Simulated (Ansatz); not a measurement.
Here is an Ansatz 0.2.0 calculation.

The input input.yaml:

```yaml
crystal:
  lattice:
    - [0.0, 2.4385, 2.4385]
    - [2.4385, 0.0, 2.4385]
    - [2.4385, 2.4385, 0.0]
  atoms:
    - { symbol: "Y", position: [0.0, 0.0, 0.0] }
    - { symbol: "N", position: [0.5, 0.5, 0.5] }
hamiltonian:
  xc: pbe
  pseudopotentials: { kind: paw }
kpoints:
  mp_grid: { grid: [9, 9, 9] }
scf:
  occupations: { method: gaussian, width: 0.026 }
output:
  forces: true
  stress: true
  eigenvalues: true
  write_density: true
  write_potential: true
  elf: true
  volumetric_format: npy
```

Potentials or basis: Ansatz PAW.

The run is started by

```bash
$ ansatz run input.yaml --threads 2 --pin off --max-ram 5632MiB --backend cpu --events-out ev --progress --plain --runs-dir out
```

(1) What does it give for the pressure?

(2) Estimate the band gap on the k mesh.

Answers

(1) 3.0 GPa.

(2) 0.24 eV, indirect (least direct gap 0.64 eV).

Caveat: odd divisions of the mesh miss points on the zone boundary, where band edges often lie, so the gap on the mesh can be too wide.
